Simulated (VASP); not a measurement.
Write the native input for VASP 6.6.1 that does the following.

| Quantity | Value |
| --- | --- |
| Task | atomic charges |
| Functional | vdW-DF-cx |
| Potentials or basis | VASP PAW PBE potentials, release 54 (Ge_d, Ni) |
| Cutoff | 520 eV |
| k mesh | 8 × 8 × 8 |
| Occupations | gaussian, width 0.01 eV |
| Spin | collinear spin, ferromagnetic start |
| Starting moments | [0.0, 1.0, 1.0, 1.0] μB |
| Further INCAR settings | ALGO = Fast; EDIFF = 1e-06 |

The structure of Ni3Ge lies in Ni3Ge.cif:

```cif
data_Ni3Ge
_cell_length_a 3.53033411
_cell_length_b 3.53033411
_cell_length_c 3.53033411
_cell_angle_alpha 90.00000000
_cell_angle_beta 90.00000000
_cell_angle_gamma 90.00000000
_space_group_name_H-M_alt 'Pm-3m'
_space_group_name_Hall '-P 4 2 3'
_space_group_IT_number 221
loop_
_space_group_symop_operation_xyz
'x,y,z'
'-x,-y,-z'
'-y,x,z'
'y,-x,-z'
'-x,-y,z'
'x,y,-z'
'y,-x,z'
'-y,x,-z'
'x,-y,-z'
'-x,y,z'
'-y,-x,-z'
'y,x,z'
'-x,y,-z'
'x,-y,z'
'y,x,-z'
'-y,-x,z'
'z,x,y'
'-z,-x,-y'
'z,-y,x'
'-z,y,-x'
'z,-x,-y'
'-z,x,y'
'z,y,-x'
'-z,-y,x'
'-z,x,-y'
'z,-x,y'
'-z,-y,-x'
'z,y,x'
'-z,-x,y'
'z,x,-y'
'-z,y,x'
'z,-y,-x'
'y,z,x'
'-y,-z,-x'
'x,z,-y'
'-x,-z,y'
'-y,z,-x'
'y,-z,x'
'-x,z,y'
'x,-z,-y'
'-y,-z,x'
'y,z,-x'
'-x,-z,-y'
'x,z,y'
'y,-z,-x'
'-y,z,x'
'x,-z,y'
'-x,z,-y'
loop_
_atom_site_label
_atom_site_type_symbol
_atom_site_symmetry_multiplicity
_atom_site_Wyckoff_symbol
_atom_site_fract_x
_atom_site_fract_y
_atom_site_fract_z
_atom_site_occupancy
Ge1 Ge 1 a 0.0000000000 0.0000000000 0.0000000000 1
Ni1 Ni 3 c 0.5000000000 0.5000000000 0.0000000000 1
```

The structure of Ni3Ge lies in POSCAR:

```
Ge Ni
 1.0000000000000000
     3.5303341100000001    0.0000000000000000    0.0000000000000000
     0.0000000000000000    3.5303341100000001    0.0000000000000000
     0.0000000000000000    0.0000000000000000    3.5303341100000001
 Ge  Ni 
   1   3
Cartesian
  0.0000000000000000  0.0000000000000000  0.0000000000000000
  1.7651670550000000  1.7651670550000000  0.0000000000000000
  0.0000000000000000  1.7651670550000000  1.7651670550000000
  1.7651670550000000  0.0000000000000000  1.7651670550000000
```

The cell comes from a database or a generator and needn't be the stable form of this composition.

One way to write it, as run:

INCAR

```
  AGGAC = 0.0
  ALGO = Fast
  EDIFF = 1E-6
  ENCUT = 520
  GGA = CX
  ISIF = 2
  ISMEAR = 0
  ISPIN = 2
  LASPH = T
  LCHARG = F
  LMAXMIX = 4
  LORBIT = 11
  LREAL = F
  LUSE_VDW = T
  LWAVE = F
  MAGMOM = 0 1 1 1
  NELM = 120
  PREC = Accurate
  SIGMA = 0.01
```

KPOINTS

```
k-points
0
Gamma
  8 8 8
```

Potentials or basis: VASP PAW PBE potentials, release 54 (Ge_d, Ni).

Launch:

```sh
$ ase convert -i cif -o vasp Ni3Ge.cif POSCAR
$ cat potpaw_PBE.54/Ge_d/POTCAR potpaw_PBE.54/Ni/POTCAR > POTCAR
$ mpirun -np 1 vasp_std > vasp.out
```

It gave:

```yaml
Pressure: 0.8 GPa
Band_gap_on_the_k_mesh: none (metal or under the smearing width)
Net_moment: 0.00 μB per cell
Valence_electrons_inside_the_program's_atomic_spheres: Ge 12.48; Ni 9.46
```

Caveat: the PAW data sets were made with another functional, which shifts forces and pressure a little.

It took 60 s on 1 thread of Intel(R) Xeon(R) 6975P-C (Granite Rapids) (shared host), peak memory 0.37 GiB.
